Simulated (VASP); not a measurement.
Co, 2 atoms in the cell. The structure is hexagonal, space group P6_3/mmc (No. 194). Conventional cell: a = 2.507 Å, b = 2.507 Å, c = 4.070 Å, α = 90.00°, β = 90.00°, γ = 120.00°. Co (site symmetry -6m2) is surrounded by 12 Co at 2.50 to 2.51 Å. 

* Program: VASP 6.6.1
* Task: relaxation of cell and atoms
* Functional: PBEsol
* Potentials or basis: VASP PAW PBE potentials, release 64 (Co)
* Cutoff: 580 eV
* k mesh: 21 × 21 × 10
* Occupations: gaussian, width 0.1 eV
* Spin: collinear spin, ferromagnetic start
* Starting moments: [2.0, 2.0] μB
* Further INCAR settings: ALGO = Fast; EDIFF = 1e-07; IBRION = 2; EDIFFG = -0.005; NSW = 90; ISIF = 3

Potentials or basis: VASP PAW PBE potentials, release 64 (Co).

Run with:

```bash
$ cat potpaw_PBE.64/Co/POTCAR > POTCAR
$ mpirun -np 1 vasp_std > vasp.out
```

Hardware: 1 thread of Intel(R) Xeon(R) 6975P-C (Granite Rapids) (shared host).

Question: How long does it take, and how much memory?

Answer: Wall time 5.3 min on 1 thread of Intel(R) Xeon(R) 6975P-C (Granite Rapids), with other jobs on the host, peak memory 0.29 GiB. Counts: scf iterations 58, k points 288, ion steps 6.
